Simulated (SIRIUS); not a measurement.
Rh:

```
CELL_PARAMETERS angstrom
0.00000 1.89785 1.89785
1.89785 0.00000 1.89785
1.89785 1.89785 0.00000
ATOMIC_POSITIONS crystal
Rh 0.00000 0.00000 0.00000
```

Base run:

```yaml
Program: SIRIUS 7.12.0
Functional: LDA
Potentials_or_basis: PseudoDojo 0.4.1 PBE standard (scalar relativistic)
Cutoff: 1202 eV
Density_cutoff: 4809 eV
k_mesh: 12 × 12 × 12
Occupations: fermi-dirac, width 0.05 eV
Spin: no spin polarisation
Hubbard_terms: Rh d U = 8 eV
```

Its results: band gap on the k mesh none (metal or under the smearing width); pressure -7.7 GPa.

The run is repeated on the same cell with these changes: hubbard terms from Rh d U = 8 eV to Rh d U = 6 eV. What comes out?

Band gap on the k mesh none (metal or under the smearing width); pressure -8.6 GPa.

Caveats: the potentials were made for another functional, which shifts forces and pressure; U without spin polarisation on a metal has little footing; the U is typed as a test and isn't derived for this compound.
